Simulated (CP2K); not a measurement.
Al:

```
Al
1.0
     2.82449    0.00000    0.00000
    -0.88084    2.49445    0.00000
    -0.87938   -1.36374    2.28174
Al
1
Direct
  0.00000 0.00000 0.00000
```

This isn't the form of Al at room conditions, which is fcc.

Base run:

* Program: CP2K 2026.2
* Functional: BLYP
* Potentials or basis: POTENTIAL_UZH Al GTH-PBE-q3; TZVP-MOLOPT-PBE-GTH basis
* Density cutoff: 9184 eV
* k mesh: 11 × 12 × 12
* Occupations: fermi-dirac, width 0.05 eV
* Spin: no spin polarisation

Its results: band gap on the k mesh none (metal or under the smearing width); pressure 6.1 GPa.

The run is repeated on the same cell with these changes: functional from BLYP to PBE. What comes out?

Band gap on the k mesh none (metal or under the smearing width); pressure 4.2 GPa.

PBE binds more tightly than BLYP, so the same cell stands under less pressure.

Caveats: the basis of atomic orbitals isn't converged, which shifts pressures, moduli and gaps; the potentials were made for another functional, which shifts forces and pressure (some runs).
